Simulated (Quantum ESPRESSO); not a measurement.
A calculation with Quantum ESPRESSO 7.5 of CdSe (native input, structure typed inline):

pw.in

```
&CONTROL
  calculation = 'scf'
  prefix = 'pwscf'
  outdir = './tmp'
  pseudo_dir = './pseudo'
  tprnfor = .true.
  tstress = .true.
  disk_io = 'low'
/
&SYSTEM
  ibrav = 0
  nat = 2
  ntyp = 2
  ecutwfc = 60
  ecutrho = 480
  nbnd = 15
  occupations = 'smearing'
  smearing = 'fd'
  degauss = 0.00367493
/
&ELECTRONS
  conv_thr = 4d-10
  electron_maxstep = 120
  mixing_beta = 0.5
/
ATOMIC_SPECIES
Cd   112.4140 Cd.pbe-dn-rrkjus_psl.0.3.1.UPF
Se    78.9710 Se_pbe_v1.uspp.F.UPF
CELL_PARAMETERS angstrom
   3.5568600000    0.0000000000    0.0000000000
   0.0000000000    3.5568600000    0.0000000000
   0.0000000000    0.0000000000    3.5568600000
ATOMIC_POSITIONS crystal
Cd     0.5000000000    0.5000000000    0.5000000000
Se     0.0000000000    0.0000000000    0.0000000000
K_POINTS automatic
8 8 8 0 0 0
```

File pp_density.in:

```
&INPUTPP
  prefix = 'pwscf'
  outdir = './tmp'
  filplot = 'density.dat'
  plot_num = 0
/
&PLOT
  nfile = 1
  filepp(1) = 'density.dat'
  iflag = 3
  output_format = 6
  fileout = 'density.cube'
/
```

Contents of pp_potential.in:

```
&INPUTPP
  prefix = 'pwscf'
  outdir = './tmp'
  filplot = 'potential.dat'
  plot_num = 11
/
&PLOT
  nfile = 1
  filepp(1) = 'potential.dat'
  iflag = 3
  output_format = 6
  fileout = 'potential.cube'
/
```

Potentials or basis: SSSP 1.3 efficiency PBE.

The run is started by

```sh
$ OMP_NUM_THREADS=1 pw.x -in pw.in > pw.out
$ OMP_NUM_THREADS=1 pp.x -in pp_density.in > pp_density.out
$ OMP_NUM_THREADS=1 pp.x -in pp_potential.in > pp_potential.out
```

The cell was built by a generator and needn't be a form met in nature.

Q: Write the same calculation in another form: ASE script, structure from a P1 CIF.

A: As run:

run.py

```python
import numpy as np
from ase.calculators.espresso import Espresso, EspressoProfile
from ase.io import read

atoms = read('CdSe.cif')

input_data = {
    'control': {'calculation': 'scf', 'prefix': 'pwscf', 'outdir': './tmp', 'tprnfor': True, 'tstress': True, 'disk_io': 'nowf'},
    'system': {'ecutwfc': 60.0, 'ecutrho': 480.0, 'nbnd': 15, 'occupations': 'smearing', 'smearing': 'fd', 'degauss': 0.00367493},
    'electrons': {'conv_thr': 4e-10, 'electron_maxstep': 120, 'mixing_beta': 0.5},
}
pseudopotentials = {'Cd': 'Cd.pbe-dn-rrkjus_psl.0.3.1.UPF', 'Se': 'Se_pbe_v1.uspp.F.UPF'}
profile = EspressoProfile(command='pw.x', pseudo_dir='pseudo')
dft = Espresso(profile=profile, input_data=input_data, pseudopotentials=pseudopotentials, kpts=(8, 8, 8), koffset=(0, 0, 0))
atoms.calc = dft

print(f'energy {atoms.get_potential_energy():.8f} eV')
print('forces (eV/A)')
print(np.round(atoms.get_forces(), 6))
print('stress (eV/A^3, Voigt)')
print(np.round(atoms.get_stress(), 8))
print(f'Fermi level {dft.get_fermi_level():.4f} eV')
```

The input CdSe.cif:

```cif
data_CdSe
_cell_length_a 3.55686000
_cell_length_b 3.55686000
_cell_length_c 3.55686000
_cell_angle_alpha 90.00000000
_cell_angle_beta 90.00000000
_cell_angle_gamma 90.00000000
_space_group_name_H-M_alt 'P1'
_space_group_name_Hall 'P 1'
_space_group_IT_number 1
loop_
_space_group_symop_operation_xyz
'x,y,z'
loop_
_atom_site_label
_atom_site_type_symbol
_atom_site_symmetry_multiplicity
_atom_site_Wyckoff_symbol
_atom_site_fract_x
_atom_site_fract_y
_atom_site_fract_z
_atom_site_occupancy
Cd1 Cd 1 a 0.5000000000 0.5000000000 0.5000000000 1
Se1 Se 1 a 0.0000000000 0.0000000000 0.0000000000 1
```

Potentials or basis: SSSP 1.3 efficiency PBE.

Command:

```console
$ OMP_NUM_THREADS=1 python run.py
```

Both were run:

|  | native input, structure typed inline | ASE script, structure from a P1 CIF |
| --- | --- | --- |
| Pressure | 0.0 GPa | 0.0 GPa |
| Band gap on the k mesh | none (metal or under the smearing width) | none (metal or under the smearing width) |

Keys that steer only the numerical path or the files written may differ.
